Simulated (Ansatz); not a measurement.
## Al in Ansatz: convergence with k mesh

Crystal: Al.

```
CELL_PARAMETERS angstrom
-1.57590 1.65692 1.65798
1.47948 -1.59764 1.50228
1.61445 1.63620 -1.59870
ATOMIC_POSITIONS crystal
Al 0.00000 0.00000 0.00000
```

This isn't the form of Al at room conditions, which is fcc.

| Item | Value |
| --- | --- |
| Program | Ansatz 0.2.0 |
| Task | convergence study |
| Functional | PBE |
| Potentials or basis | Ansatz NC |
| Cutoff | 544 eV (not typed: the program's choice for these potentials) |
| k mesh | 4 × 4 × 4 |
| Occupations | cold, width 0.1 eV |
| Spin | no spin polarisation |

These are the settings of the first run; the series varies k mesh, with any setting tied to it.

Hardware: 2 threads of Arm Neoverse V1 (shared host).

```csv
k mesh,"energy less the tightest run, at zero smearing (meV/atom)",pressure (GPa),SCF cycles,CPU time (s),peak memory (GiB)
4 × 4 × 4,171.31,2.84,5,0.51,0.19
4 × 5 × 4,156.70,6.11,5,0.57,0.2
5 × 6 × 6,-4.89,4.78,5,1,0.21
7 × 7 × 7,7.08,4.05,5,1.8,0.23
8 × 9 × 8,11.14,4.09,5,2.9,0.25
10 × 11 × 10,3.39,4.26,5,5.4,0.29
13 × 14 × 13,3.57,4.53,5,11,0.38
16 × 17 × 16,-1.94,4.55,5,21,0.51
19 × 20 × 19,0.00,4.48,5,35,0.71
```

Against the tightest run, the pressure stays within 0.1 GPa from 13 × 14 × 13 on. Not settled before the last step: the energy (to 1 meV/atom). Meshes of other sizes hit other points, so gaps and Fermi surfaces needn't settle smoothly. The tightest run that finished is the yardstick and may itself not be fully converged.
